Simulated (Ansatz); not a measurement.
# Response of HfN to small distortions

```xyz
2
Lattice="0.0000 2.2590 2.2590 2.2590 0.0000 2.2590 2.2590 2.2590 0.0000" Properties=species:S:1:pos:R:3 pbc="T T T"
Hf    0.0000    0.0000    0.0000
N     2.2590    2.2590    2.2590
```

Atom numbers follow the list: Hf1, N2.

The geometry is COD entry 1539063, unchecked; take it as a test cell.

Spin polarisation is left out, and whether a magnetic state lies lower isn't shown here.

Spin–orbit coupling is left out, though it moves levels of the heavy atoms by tenths of an eV or more.

All numbers below come from Ansatz 0.2.0, DFT, PBE, all-electron PAW with datasets made for the crystal, scalar-relativistic.

The runs use a Γ-centred 10×10×10 k mesh, Fermi–Dirac smearing of 0.03 eV, cutoff 420 eV (chosen by the program for this cell), no spin polarisation.

The unchanged cell is at 5.50 GPa.

In a metal, stresses and small energies carry noise from the k mesh.

x, y and z are the Cartesian axes of the cell as listed; fractional coordinates follow a strain, and an engineering shear is twice the off-diagonal strain component.

Task: One change gave: energy change under 1 meV/atom; stress change (xx, yy, zz, yz, xz, xy) 0.02, 0.02, 0.02, 0.89, 0.89, 0.89 GPa, compression positive. Which change was it?
A. equal xy, yz and zx engineering shear strains of -1 %
B. equal xy, yz and zx engineering shear strains of -2 %
C. equal xy, yz and zx engineering shear strains of +3 %
D. equal xy, yz and zx engineering shear strains of +2 %
E. equal xy, yz and zx engineering shear strains of -3 %
F. equal xy, yz and zx engineering shear strains of +1 %

Result: A. For equal xy, yz and zx engineering shear strains of -2 %: energy change +4 meV/atom; stress change (xx, yy, zz, yz, xz, xy) 0.08, 0.08, 0.08, 2.25, 2.25, 2.25 GPa, compression positive. For equal xy, yz and zx engineering shear strains of +1 %: energy change +1 meV/atom; stress change (xx, yy, zz, yz, xz, xy) 0.02, 0.02, 0.02, -1.01, -1.01, -1.01 GPa, compression positive. For equal xy, yz and zx engineering shear strains of +3 %: energy change +11 meV/atom; stress change (xx, yy, zz, yz, xz, xy) 0.26, 0.26, 0.26, -3.41, -3.41, -3.41 GPa, compression positive. For equal xy, yz and zx engineering shear strains of -3 %: energy change +11 meV/atom; stress change (xx, yy, zz, yz, xz, xy) 0.21, 0.21, 0.21, 3.72, 3.72, 3.72 GPa, compression positive. For equal xy, yz and zx engineering shear strains of +2 %: energy change +5 meV/atom; stress change (xx, yy, zz, yz, xz, xy) 0.11, 0.11, 0.11, -2.11, -2.11, -2.11 GPa, compression positive.
